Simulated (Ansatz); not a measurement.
# BaTiO3 (P1) in Ansatz: notebook, part 2 of 2

Ansatz 0.2.0.

## 3. Relaxation of cell and atoms, r2SCAN, target pressure 10 GPa, at which the enthalpy is minimised (all atoms moved at random, sigma 0.15 Å a component)

Contents of input.yaml:

```yaml
crystal:
  lattice:
    - [4.0073, 0.0, 0.0]
    - [0.0, 4.0073, 0.0]
    - [0.0, 0.0, 4.0073]
  atoms:
    - { symbol: Ba, position: [0.50902945, 0.45529112, 0.50667874] }
    - { symbol: Ti, position: [0.9437351, 0.06997977, 0.9543125] }
    - { symbol: O, position: [0.52053492, 0.00683198, 0.05543194] }
    - { symbol: O, position: [0.01264702, 0.49196782, 0.05272359] }
    - { symbol: O, position: [0.01405351, 0.97592931, 0.43085324] }
hamiltonian:
  xc: r2scan
  pseudopotentials: { kind: paw }
kpoints:
  mp_grid: { grid: [7, 7, 7] }
scf:
  occupations: { method: fermi_dirac, width: 0.05 }
output:
  forces: true
  stress: true
  eigenvalues: true
relax:
  f_tol: 0.01
  max_steps: 40
  cell: { stress_tol: 0.05, p_target: 10.0 }
```

Potentials or basis: Ansatz PAW.

Command:

```sh
$ ansatz run input.yaml --threads 2 --pin off --max-ram 5632MiB --backend cpu --events-out ev --progress --plain --runs-dir out
```

Log:

```text
Warning: RAYON_NUM_THREADS=2 ignored (pool sized by the plan → 2); use --threads N
Engine: ansatz 0.2.0, x86_64-unknown-linux-gnu
Pseudopotentials: kind: paw
Pseudopotential: Ba, paw, valence charge 10, recommended cutoff 500 eV (meta_gga), Ba.paw.azcp
Pseudopotential: Ti, paw, valence charge 12, recommended cutoff 500 eV (meta_gga), Ti.paw.azcp
Pseudopotential: O, paw, valence charge 6, recommended cutoff 500 eV (meta_gga), O.paw.azcp
Functional definition: r2SCAN
  parameter k0 = 0.174
  parameter k1 = 0.065
  parameter a1 = 4.9479
  exchange = r2scan_x(k0 = k0, k1 = k1, a1 = a1)
  correlation = r2scan_c
Crystal: 5 atoms, lattice volume = 64.351 Å³
Basis set: ecut = 500 eV, 1647 PW (Γ), exchange–correlation on 120×120×120 points (64 copies of the dense FFT grid, shifted against one another)
Bands: 25, of which v1, the nominal top of the filled ones, is band 20 counted from 1 (19 counted from 0)
Symmetry: 1 space group operations
Space group: P1 (ITA 1), of the structure as read, at distance tolerance 4.0e-5 Å
k-points: 172 of 343 (time reversal used)
Non-local potential: Ba, projectors of the file, l = 0: 3, l = 1: 2, l = 2: 2, l = 3: 2
Non-local potential: Ti, projectors of the file, l = 0: 3, l = 1: 2, l = 2: 3, l = 3: 1
Non-local potential: O, projectors of the file, l = 0: 2, l = 1: 2, l = 2: 1
PAW form: soft (Blöchl's): semilocal exchange-correlation on the pseudo side does not see the compensation charge
PAW frozen core: Ba, regenerated for the run's functional (the file was generated under x = pbe(κ = 0.804, μ = 0.2195149727645171), c = pbe(β = 0.06672455060314922))
PAW frozen core: Ti, regenerated for the run's functional (the file was generated under x = pbe(κ = 0.804, μ = 0.2195149727645171), c = pbe(β = 0.06672455060314922))
PAW frozen core: O, regenerated for the run's functional (the file was generated under x = pbe(κ = 0.804, μ = 0.2195149727645171), c = pbe(β = 0.06672455060314922))
PAW one-centre angular grid: Ba, 302 points (default); XC on 160 Gauss nodes
PAW one-centre angular grid: Ti, 590 points (default); XC on 160 Gauss nodes
PAW one-centre angular grid: O, 302 points (default); XC on 160 Gauss nodes
Initial density: superposition of atomic densities (neutral atoms: chi_scale 0, normalization atom), corrected by the library's trained network
Initial wavefunctions: pseudopotential atomic-orbital guess
Functional: x = r2scan, c = r2scan; τ floored in thin density (d = 2e-4 eV/Å³)
SCF iter   1: F=—  HF=-10181.650749 eV  |F-HF|=—  |Δ(HF+E_count)|=         —  Δρ=2.35e-2  dr2=4.62e-1  dr2_τ=2.89e-1  ethr=1.77e-3  ⟨swp⟩=6.0  Hψ=21869  notcnv=0
[... 103 lines left out ...]
Harris-Foulkes:  -10183.714332 eV  (|F-HF|=1.82e-12)
Internal energy: -10183.714332 eV  (E = F + TS)
E sigma→0 (E₀):  -10183.714332 eV
Fermi energy:    11.971601 eV
--- Per-component energies (eV) ---
  E_band       = -142.086692
  E_kinetic    = 980.319390
  E_local      = -2032.153542  (includes V_loc(G=0)·N_el)
  E_nonlocal   = 199.942724
  E_hartree    = 800.872186
  E_xc         = -477.142108
  E_vxc        = -606.631127  (∫ρ·V_xc dr)
  E_paw        = -6785.858545  (= ΣΔE_a)
  E_vpaw       = -321.970532  (= ΣTr[D̂ρ^β])
  E_aug_tail   = 0.003123  (compensation charges beyond the density's cutoff)
  E_vtau       = 36.658831  (kinetic-family band-sum trace: ∫τ·v_τ [+ j·A + Jᵃ·Aᵃ] dr)
  E_ewald      = -2869.418697
  E_core_change = -0.278864  (= ΣΔE_core)
  E_smearing   = -0.000000  (= −TS)
  E_closure    = 0.000000  (closes the sum)
  Σ components = -10183.714332   (vs F -10183.714332, Δ=0.00e0)
--- Forces (eV/Å), atoms counted from 1 ---
  atom   1  Ba     0.00047215    -0.00016585    -0.00012302
  atom   2  Ti     0.00071174    -0.00072030    -0.00045391
  atom   3  O     -0.00107009     0.00011698    -0.00004892
  atom   4  O     -0.00010080     0.00071656    -0.00004550
  atom   5  O     -0.00004321     0.00008425     0.00070605
  max |Σ_I F_I| component: 3.47e-5 eV/Å
--- Stress (GPa, compression-positive) ---
        9.998683      -0.000173       0.000870
       -0.000173       9.999082       0.000112
        0.000870       0.000113      10.002265
  P = ⅓ Tr σ = 10.0000 GPa (100.000 kbar)
--- Band table (eV; the first three rows and the last of 172) ---
  k-point 0: bands = ["-47.7818", "-22.9702", "-22.9698", "-22.9680", "-14.4186", "-7.1618", "-6.5723", "-6.5719", "0.7942", "0.7943", "0.7945", "8.4831", "8.4834", "8.4838", "9.4659", "9.4660", "9.5172", "10.5920", "10.6313", "10.6317", "13.1763", "13.1784", "13.2244", "15.5230", "15.5237"]
  k-point 1: bands = ["-47.7815", "-22.9832", "-22.9696", "-22.9682", "-14.3859", "-7.1897", "-6.5657", "-6.5375", "0.8324", "0.8326", "0.8906", "8.1056", "8.4134", "8.4170", "9.2436", "9.2634", "9.3714", "10.1330", "10.4908", "10.4952", "13.2154", "13.5600", "13.5679", "15.5262", "16.1031"]
  k-point 2: bands = ["-47.7810", "-23.0146", "-22.9684", "-22.9670", "-14.3105", "-7.3352", "-6.5507", "-6.3619", "0.9213", "0.9222", "1.1049", "7.2780", "8.1757", "8.1820", "8.9207", "8.9715", "9.0738", "9.3919", "10.2099", "10.2291", "13.2714", "14.3090", "14.3361", "15.5280", "17.0568"]
  k-point 171: bands = ["-47.7801", "-23.0383", "-22.9802", "-22.9792", "-14.2084", "-7.2829", "-6.4871", "-6.2553", "0.7780", "0.9892", "1.1995", "6.5743", "7.6020", "7.8991", "7.9108", "8.3908", "9.2252", "9.6336", "9.7331", "9.8482", "13.9471", "14.9449", "14.9529", "16.3893", "18.0751"]
--- Relaxed structure (7 steps of the walk, 7 accepted, 1 SCFs on fresh bases) ---
  F+E_penalty+E_count = -10183.71433244 eV   max|allowed force component| = 1.064e-3 eV/Å   (the final SCF, on the basis selected at the relaxed cell)
  cell:  # Å, volume = 60.8097 Å³
    - [3.932650128194708, -0.0009533812450489965, -0.0009468166741241551]
    - [-0.0009533812450489965, 3.932455005142853, 0.0009224342653686297]
    - [-0.0009468166741241551, 0.0009224342653686297, 3.9320907947205384]
  atoms:
    - { symbol: Ba, position: [0.497493664622526, 0.5024695195122805, 0.5024174224109732] }
    - { symbol: Ti, position: [0.9912378377801219, 0.008666130128608465, 1.0084951776625564] }
    - { symbol: O, position: [0.5054960274191052, -0.0028483432828781304, -0.0027933669050811995] }
    - { symbol: O, position: [0.002883532580857867, 0.494571595907958, -0.0027975455110518877] }
    - { symbol: O, position: [0.002888937597388919, 0.9971410977340309, 0.49467832234260384] }
```

Run time: 3.5 min. Hardware: 2 threads of Intel Xeon Platinum 8259CL at 2.50GHz (Skylake/Cascade Lake), shared host; peak memory 0.74 GiB.

Results:

| Quantity | Value |
| --- | --- |
| Free energy | -10183.7143 eV |
| Relaxed volume | 12.16 Å³/atom |
| Relaxed cell | a = 3.933 Å, b = 3.932 Å, c = 3.932 Å, α = 89.97°, β = 90.03°, γ = 90.03° |
| Space group after relaxing (to 0.05 Å) | R3m (No. 160) |
| Energy change on relaxing (the enthalpy is what falls) | -392.8 meV/atom |
| Ionic steps | 8 |
| Pressure after relaxing | 10.0 GPa |
| Band gap on the k mesh | 2.50 eV, indirect (least direct gap 2.54 eV) |

The path:
| step | energy change (eV) | largest force (eV/Å) | volume (Å³) |
| --- | --- | --- | --- |
| 1 | 0.0000 | 4.4740 | 64.35 |
| 2 | -1.7926 | 1.7206 | 64.27 |
| 3 | -1.8536 | 0.6296 | 60.07 |
| 4 | -2.0061 | 0.2721 | 61.85 |
| 5 | -1.9536 | 0.0151 | 60.64 |
| 6 | -1.9641 | 0.0032 | 60.79 |
| 7 | -1.9657 | 0.0006 | 60.81 |
| 8 | -1.9640 | 0.0011 | 60.81 |

Final structure:
```yaml
crystal:
  lattice:
    - [3.93265, -0.00095, -0.00095]
    - [-0.00095, 3.93246, 0.00092]
    - [-0.00095, 0.00092, 3.93209]
  atoms:
    - { symbol: Ba, position: [0.49749, 0.50247, 0.50242] }
    - { symbol: Ti, position: [0.99124, 0.00867, 0.00850] }
    - { symbol: O, position: [0.50550, 0.99715, 0.99721] }
    - { symbol: O, position: [0.00288, 0.49457, 0.99720] }
    - { symbol: O, position: [0.00289, 0.99714, 0.49468] }
```

Levels at points of the mesh, in eV from the valence-band top:
| k point | band 17 | band 18 | band 19 | band 20 | band 21 | band 22 | band 23 | band 24 |
| --- | --- | --- | --- | --- | --- | --- | --- | --- |
| (0.00, 0.00, 0.00) | -1.16 | -0.08 | -0.04 | -0.04 | 2.50 | 2.50 | 2.55 | 4.85 |

Caveat: odd divisions of the mesh miss points on the zone boundary, where band edges often lie, so the gap on the mesh can be too wide; the plane-wave basis is chosen anew once the cell has moved, so the energies of steps on either side of that aren't comparable; spin-orbit coupling is left out, which moves the levels of the heavy elements; the PAW data sets come from PBE, with cores solved anew for the run's functional, which leaves a small shift of forces and pressure.
